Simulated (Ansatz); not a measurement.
## Ti2Co: single point with PBEsol

The system is Ti2Co.

```xyz
6
Lattice="0.0000 3.3650 3.3650 3.3650 0.0000 3.3650 3.3650 3.3650 0.0000" Properties=species:S:1:pos:R:3 pbc="T T T"
Co    5.0475    5.0475    5.0475
Co    3.3650    3.3650    3.3650
Ti    2.5238    0.8413    2.5238
Ti    2.5238    2.5238    0.8413
Ti    0.8413    2.5238    2.5238
Ti    0.8413    0.8413    0.8413
```

- Program: Ansatz 0.2.0
- Task: single point
- Functional: PBEsol
- Potentials or basis: Ansatz PAW
- Cutoff: 420 eV (not typed: the program's choice for these potentials)
- k mesh: 7 × 7 × 7
- Occupations: fermi-dirac, width 0.05 eV
- Spin: collinear spin, ferromagnetic start
- Starting moments: [2.0, 2.0, 1.0, 1.0, 1.0, 1.0] μB

| Item | Value |
| --- | --- |
| Pressure | 15.9 GPa |
| Band gap on the k mesh | none (metal or under the smearing width) |
| Net moment | 0.94 μB per cell |
| Absolute moment | 1.25 μB per cell |
| Site moments | Co +0.49; Ti +0.01 μB |

Levels at points of the mesh, in eV from the Fermi level:
Spin up:
```csv
k point,band 40,band 41,band 42,band 43,band 44,band 45
"(0.00, 0.00, 0.00)",-0.08,-0.08,-0.08,-0.05,-0.05,4.02
```
Spin down:
```
           k point  band 36  band 37  band 38  band 39  band 40  band 41  band 42  band 43  band 44  band 45
(0.00, 0.00, 0.00)    -0.96    -0.84    -0.84    -0.84     0.18     0.18     0.22     0.22     0.22     3.99
```

It took 12 s on 2 threads of Arm Neoverse V1, with other jobs on the host, peak memory 0.48 GiB.

Caveat: the PAW data sets come from PBE, with cores solved anew for the run's functional, which leaves a small shift of forces and pressure.
